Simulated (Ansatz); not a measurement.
# SnTe (F-43m) in Ansatz: further runs

One crystal, SnTe, is run at these levels: LDA; tasks: single point, equation of state.

All numbers are computed with Ansatz 0.2.0; they aren't measurements. Logs are shortened: lines on timing, memory, paths and dates and some standing lists are left out, and cuts for length are marked.

### 1 The structure

It takes space group F-43m (No. 216, cubic). The conventional cell has a = 7.222 Å, b = 7.222 Å, c = 7.222 Å, α = 90.00°, β = 90.00°, γ = 90.00°. Te (site symmetry -43m) is surrounded by 4 Sn at 3.13 Å. Sn (site symmetry -43m) has 4 Te at 3.13 Å as nearest neighbours.

Measurements of this composition are mostly on another form, of space group No. 225.

### 2 Single point, LDA, 44.27 Å³/atom (volume scaled by 0.94)

input.yaml

```yaml
crystal:
  lattice:
    - [0.0, 3.5374284581, 3.5374284581]
    - [3.5374284581, 0.0, 3.5374284581]
    - [3.5374284581, 3.5374284581, 0.0]
  atoms:
    - { symbol: Te, position: [0.25, 0.25, 0.25] }
    - { symbol: Sn, position: [0.0, 0.0, 0.0] }
kpoints:
  mp_grid: { grid: [7, 7, 7] }
scf:
  occupations: { method: fermi_dirac, width: 0.05 }
hamiltonian:
  xc: lda
  pseudopotentials: { kind: all_electron, lapw: { basis_error: 0.001 } }
output:
  forces: true
  stress: true
  eigenvalues: true
```

Potentials or basis: all-electron LAPW, scalar-relativistic.

Command:

```
ansatz run input.yaml --threads 1 --pin off --max-ram 3072MiB --backend cpu --events-out ev --progress --plain --runs-dir out
```

Log:

```text
Warning: RAYON_NUM_THREADS=1 ignored (pool sized by the plan → 1); use --threads N
LAPW: plane waves up to 7.249 Å⁻¹, error target 1.0e-3 eV per atom; small_component_spin mean_spin; Sn in spheres of 1.546 Å, 22 of its electrons in bands, Dirac shells []; Te in spheres of 1.517 Å, 24 of its electrons in bands, Dirac shells [] (how accurate: hamiltonian.pseudopotentials.lapw.basis_error, Limitations)
Engine: ansatz 0.2.0, x86_64-unknown-linux-gnu
Pseudopotentials: kind: all_electron
Pseudopotential: Te, LAPW, valence charge 24, lapw/all_electron/scalar/gaussian/Te, Koelling and Harmon's equation, gaussian nucleus
Pseudopotential: Sn, LAPW, valence charge 22, lapw/all_electron/scalar/gaussian/Sn, Koelling and Harmon's equation, gaussian nucleus
Functional definition: SPW92
  exchange = slater_x
  correlation = pw_c
Crystal: 2 atoms, lattice volume = 88.531 Å³
Basis set: ecut = 200.21558585514487 eV, 537 PW (Γ), exchange–correlation at level 2
Bands: 28, of which v1, the nominal top of the filled ones, is band 23 counted from 1 (22 counted from 0)
Symmetry: 24 space group operations
Space group: F-43m (ITA 216), of the structure as read, at distance tolerance 4.5e-5 Å
k-points: 20 of 343 (time reversal used)
Non-local potential: Te, projectors of the file, none
Non-local potential: Sn, projectors of the file, none
Initial density: superposition of atomic densities (chi_scale 0.1, normalization cell, long waves kept (reshape's long-wave potential 0.00 eV rms))
Initial wavefunctions: plane waves of lowest kinetic energy (no species holds an atomic orbital)
Functional: x = slater, c = lda
iter 1 solved again at ethr=9.73e-4 eV; its pass at ethr=1.00e-1 eV (dr2=4.48e-1 eV) is discarded
SCF iter   1: F=—  HF=-352676.600288 eV  |F-HF|=—  |Δ(HF+E_count)|=         —  Δρ=1.38e-2  dr2=4.48e-1  ethr=9.73e-4  ⟨swp⟩=2.1  Hψ=3585  notcnv=0
preconditioner: auto → none  [insulator: Δε(μ)=0.386 eV  Ē_g=8.803 eV  σ=0.050 eV  W_gap=0.95  n_scr=14 (ndim 8)  ℏωp=12.5 eV  f_vac=0.248  D(μ)=0.06/eV (n_scr^D=0)  ε∞_Penn≈3.0]
SCF iter   2: F=—  HF=-352676.493816 eV  |F-HF|=—  |Δ(HF+E_count)|=   1.06e-1  Δρ=5.81e-3  dr2=5.14e-2  ethr=9.73e-4  ⟨swp⟩=2.8  Hψ=1778  notcnv=0
SCF iter   3: F=—  HF=-352676.468431 eV  |F-HF|=—  |Δ(HF+E_count)|=   2.54e-2  Δρ=2.74e-3  dr2=1.09e-2  ethr=1.12e-4  ⟨swp⟩=2.0  Hψ=1757  notcnv=0
iter 4 solved again at ethr=6.43e-7 eV; its pass at ethr=2.37e-5 eV (dr2=2.96e-4 eV) is discarded
SCF iter   4: F=—  HF=-352676.466204 eV  |F-HF|=—  |Δ(HF+E_count)|=   2.23e-3  Δρ=5.46e-4  dr2=2.94e-4  ethr=6.43e-7  ⟨swp⟩=2.0  Hψ=2808  notcnv=0
SCF iter   5: F=—  HF=-352676.466142 eV  |F-HF|=—  |Δ(HF+E_count)|=   6.28e-5  Δρ=7.16e-5  dr2=4.08e-6  ethr=6.39e-7  ⟨swp⟩=2.0  Hψ=1664  notcnv=0
SCF iter   6: F=—  HF=-352676.466143 eV  |F-HF|=—  |Δ(HF+E_count)|=   1.20e-6  Δρ=1.06e-5  dr2=1.43e-7  ethr=8.87e-9  ⟨swp⟩=2.2  Hψ=1668  notcnv=0
SCF iter   7: F=-352676.466143 eV  HF=-352676.466143 eV  |F-HF|=3.49e-10  |Δ(HF+E_count)|=   1.69e-8  Δρ=2.37e-6  dr2=6.29e-9  ethr=3.10e-10  ⟨swp⟩=2.6  Hψ=1686  notcnv=0
SCF 1 converged in 7 iterations: F = -352676.466143 eV  dr2 = 6.29e-9
SCF converged after 7 iterations
Free energy (F): -352676.466143 eV
Harris-Foulkes:  -352676.466143 eV  (|F-HF|=3.49e-10)
Internal energy: -352676.462026 eV  (E = F + TS)
E sigma→0 (E₀):  -352676.464084 eV
Entropy (-TS):   -0.004117 eV (-2.058 meV/atom)
Fermi energy:    6.928486 eV
--- Per-component energies (eV) ---
  E_band       = -2055.348232
  E_kinetic    = 371626.800754
  E_xc         = -8985.997869
  E_electrostatic = -715317.264911  (all electrons and nuclei)
  E_smearing   = -0.004117  (= −TS)
  E_closure    = 0.000000  (closes the sum)
  E_atoms      = -352668.424347  (free atoms, spherical and without spin; not in F)
  Σ components = -352676.466143   (vs F -352676.466143, Δ=0.00e0)
  Basis errors (estimates in eV, not in F): energy 4.1e-4 per atom: plane waves 3.9e-4 (2.3e-4 summed), levels above the bands 4.3e-53, relativity 2.3e-9, radial functions 2.3e-5, core shells 2.0e-9; eigenvalues (radial functions only) 6.4e-7; not estimated: angular momenta, meshes, grids; target (lapw.basis_error) 1.0e-3; muffin-tin radii Sn 1.546 Å, Te 1.517 Å
--- Forces (eV/Å), atoms counted from 1 ---
  atom   1  Te    -0.00000000    -0.00000000     0.00000000
  atom   2  Sn     0.00000000    -0.00000000    -0.00000000
  max |Σ_I F_I| component: 2.78e-17 eV/Å
--- Stress (GPa, compression-positive) ---
       -0.793380       0.000000      -0.000000
        0.000000      -0.793380       0.000000
       -0.000000       0.000000      -0.793380
  P = ⅓ Tr σ = -0.7934 GPa (-7.934 kbar)
--- Band table (eV; the first three rows and the last of 20) ---
  k-point 0: bands = ["-151.8752", "-122.3407", "-102.0924", "-102.0924", "-102.0924", "-78.2583", "-78.2583", "-78.2583", "-29.6865", "-29.6865", "-29.6865", "-29.6825", "-29.6825", "-14.6885", "-14.6885", "-14.6885", "-14.6739", "-14.6739", "-4.9320", "1.8313", "4.9427", "4.9427", "4.9427", "7.9307", "7.9307", "7.9307", "10.8750", "13.5115"]
  k-point 1: bands = ["-151.8752", "-122.3407", "-102.0924", "-102.0924", "-102.0924", "-78.2583", "-78.2583", "-78.2583", "-29.6865", "-29.6865", "-29.6865", "-29.6825", "-29.6825", "-14.6889", "-14.6881", "-14.6881", "-14.6739", "-14.6739", "-4.8364", "1.3597", "4.8053", "4.8053", "5.0536", "8.1064", "8.1550", "8.1550", "11.5408", "12.9819"]
  k-point 2: bands = ["-151.8752", "-122.3407", "-102.0924", "-102.0924", "-102.0924", "-78.2583", "-78.2583", "-78.2583", "-29.6865", "-29.6865", "-29.6865", "-29.6824", "-29.6824", "-14.6898", "-14.6873", "-14.6873", "-14.6739", "-14.6739", "-4.5934", "0.4813", "4.5514", "4.5514", "4.9874", "8.5465", "8.5465", "9.0207", "12.2824", "12.8909"]
  k-point 19: bands = ["-151.8752", "-122.3407", "-102.0924", "-102.0924", "-102.0924", "-78.2583", "-78.2583", "-78.2583", "-29.6865", "-29.6865", "-29.6864", "-29.6825", "-29.6824", "-14.6921", "-14.6859", "-14.6847", "-14.6745", "-14.6735", "-4.0856", "-0.5735", "3.2198", "3.6657", "6.8225", "8.3641", "9.3419", "10.1660", "11.9603", "13.5004"]
```

Wall time 9.7 s (1 thread of Intel Xeon Platinum 8375C at 2.90GHz (Ice Lake), shared host); peak memory 0.3 GiB.

What came out:

* Free energy: -352676.4661 eV
* Pressure: -0.8 GPa

### 3 Single point, LDA, 45.21 Å³/atom (volume scaled by 0.96)

Changes to input.yaml since step 2:

```diff
@@ -2,5 +2,5 @@
   lattice:
-    - [0.0, 3.5374284581, 3.5374284581]
-    - [3.5374284581, 0.0, 3.5374284581]
-    - [3.5374284581, 3.5374284581, 0.0]
+    - [0.0, 3.5623407469, 3.5623407469]
+    - [3.5623407469, 0.0, 3.5623407469]
+    - [3.5623407469, 3.5623407469, 0.0]
   atoms:
```

Potentials or basis: all-electron LAPW, scalar-relativistic.

Command:

```
ansatz run input.yaml --threads 1 --pin off --max-ram 3072MiB --backend cpu --events-out ev --progress --plain --runs-dir out
```

Run time: 11 s. Hardware: 1 thread of Intel Xeon Platinum 8375C at 2.90GHz (Ice Lake), shared host; peak memory 0.31 GiB.

It converged, with:

* Free energy: -352676.4537 eV
* Pressure: -1.3 GPa
* Band gap on the k mesh: 0.17 eV, indirect (least direct gap 0.72 eV)

Caveat: spin-orbit coupling is left out, which moves the levels of the heavy elements; an odd mesh through Γ misses points on the zone boundary, where band edges often lie.

### 4 Single point, LDA, 46.15 Å³/atom (volume scaled by 0.98)

Changes to input.yaml since step 3:

```diff
@@ -2,5 +2,5 @@
   lattice:
-    - [0.0, 3.5623407469, 3.5623407469]
-    - [3.5623407469, 0.0, 3.5623407469]
-    - [3.5623407469, 3.5623407469, 0.0]
+    - [0.0, 3.5869093905, 3.5869093905]
+    - [3.5869093905, 0.0, 3.5869093905]
+    - [3.5869093905, 3.5869093905, 0.0]
   atoms:
```

Command:

```
ansatz run input.yaml --threads 1 --pin off --max-ram 3072MiB --backend cpu --events-out ev --progress --plain --runs-dir out
```

It took 11 s on 1 thread of Intel Xeon Platinum 8375C at 2.90GHz (Ice Lake), shared host; peak memory 0.3 GiB.

Results (log left out):

```yaml
Free_energy: -352676.4356 eV
Pressure: -1.8 GPa
Band_gap_on_the_k_mesh: 0.22 eV, indirect (least direct gap 0.74 eV)
```

Caveat: spin-orbit coupling is left out, which moves the levels of the heavy elements; an odd mesh through Γ misses points on the zone boundary, where band edges often lie.

### 5 Single point, LDA, 47.09 Å³/atom

Changes to input.yaml since step 4:

```diff
@@ -2,5 +2,5 @@
   lattice:
-    - [0.0, 3.5869093905, 3.5869093905]
-    - [3.5869093905, 0.0, 3.5869093905]
-    - [3.5869093905, 3.5869093905, 0.0]
+    - [0.0, 3.611146, 3.611146]
+    - [3.611146, 0.0, 3.611146]
+    - [3.611146, 3.611146, 0.0]
   atoms:
```

Command:

```
ansatz run input.yaml --threads 1 --pin off --max-ram 3072MiB --backend cpu --events-out ev --progress --plain --runs-dir out
```

Wall time 11 s (1 thread of Intel Xeon Platinum 8375C at 2.90GHz (Ice Lake), shared host); peak memory 0.3 GiB.

The run converged. Its results:

```
Free energy            : -352676.4122 eV
Pressure               : -2.2 GPa
Band gap on the k mesh : 0.26 eV, indirect (least direct gap 0.76 eV)
```

Caveat: spin-orbit coupling is left out, which moves the levels of the heavy elements; an odd mesh through Γ misses points on the zone boundary, where band edges often lie.

### 6 Single point, LDA, 48.03 Å³/atom (volume scaled by 1.02)

Changes to input.yaml since step 5:

```diff
@@ -2,5 +2,5 @@
   lattice:
-    - [0.0, 3.611146, 3.611146]
-    - [3.611146, 0.0, 3.611146]
-    - [3.611146, 3.611146, 0.0]
+    - [0.0, 3.6350615711, 3.6350615711]
+    - [3.6350615711, 0.0, 3.6350615711]
+    - [3.6350615711, 3.6350615711, 0.0]
   atoms:
```

Potentials or basis: all-electron LAPW, scalar-relativistic.

Command:

```
ansatz run input.yaml --threads 1 --pin off --max-ram 3072MiB --backend cpu --events-out ev --progress --plain --runs-dir out
```

Wall time 10 s (1 thread of Intel Xeon Platinum 8375C at 2.90GHz (Ice Lake), shared host); peak memory 0.3 GiB.

Results (log left out):

* Free energy: -352676.3842 eV
* Pressure: -2.6 GPa
* Band gap on the k mesh: 0.30 eV, indirect (least direct gap 0.78 eV)

Caveat: spin-orbit coupling is left out, which moves the levels of the heavy elements; an odd mesh through Γ misses points on the zone boundary, where band edges often lie.

### 7 Single point, LDA, 48.97 Å³/atom (volume scaled by 1.04)

Changes to input.yaml since step 6:

```diff
@@ -2,5 +2,5 @@
   lattice:
-    - [0.0, 3.6350615711, 3.6350615711]
-    - [3.6350615711, 0.0, 3.6350615711]
-    - [3.6350615711, 3.6350615711, 0.0]
+    - [0.0, 3.6586665285, 3.6586665285]
+    - [3.6586665285, 0.0, 3.6586665285]
+    - [3.6586665285, 3.6586665285, 0.0]
   atoms:
```

Command:

```
ansatz run input.yaml --threads 1 --pin off --max-ram 3072MiB --backend cpu --events-out ev --progress --plain --runs-dir out
```

It took 11 s on 1 thread of Intel Xeon Platinum 8375C at 2.90GHz (Ice Lake), shared host; peak memory 0.3 GiB.

Results (log left out):

- Free energy: -352676.3519 eV
- Pressure: -2.9 GPa
- Band gap on the k mesh: 0.34 eV, indirect (least direct gap 0.80 eV)

Caveat: spin-orbit coupling is left out, which moves the levels of the heavy elements; an odd mesh through Γ misses points on the zone boundary, where band edges often lie.

### 8 Single point, LDA, 49.92 Å³/atom (volume scaled by 1.06)

Changes to input.yaml since step 7:

```diff
@@ -2,5 +2,5 @@
   lattice:
-    - [0.0, 3.6586665285, 3.6586665285]
-    - [3.6586665285, 0.0, 3.6586665285]
-    - [3.6586665285, 3.6586665285, 0.0]
+    - [0.0, 3.6819707652, 3.6819707652]
+    - [3.6819707652, 0.0, 3.6819707652]
+    - [3.6819707652, 3.6819707652, 0.0]
   atoms:
```

Command:

```
ansatz run input.yaml --threads 1 --pin off --max-ram 3072MiB --backend cpu --events-out ev --progress --plain --runs-dir out
```

It took 13 s on 1 thread of Intel Xeon Platinum 8375C at 2.90GHz (Ice Lake), shared host; peak memory 0.3 GiB.

Results (log left out):

| Item | Value |
| --- | --- |
| Free energy | -352676.3158 eV |
| Pressure | -3.2 GPa |
| Band gap on the k mesh | 0.38 eV, indirect (least direct gap 0.81 eV) |

Caveat: spin-orbit coupling is left out, which moves the levels of the heavy elements; an odd mesh through Γ misses points on the zone boundary, where band edges often lie.

### 9 Equation of state, LDA

Potentials or basis: all-electron LAPW, scalar-relativistic.

No new run: the results of the series are fitted here.

Results:

```
Equilibrium volume : 42.99 Å³/atom (rough: see the caveat)
Bulk modulus       : 29 GPa (rough)
```

Energy against volume, from the lowest point:
| volume (Å³/atom) | energy (meV/atom) |
| --- | --- |
| 44.265 | 0.00 |
| 45.207 | 6.21 |
| 46.149 | 15.28 |
| 47.091 | 26.96 |
| 48.033 | 40.99 |
| 48.974 | 57.13 |
| 49.916 | 75.18 |

Caveat: the minimum lies outside the volumes run. The run has no spin-orbit coupling, so splittings on Te are missing.
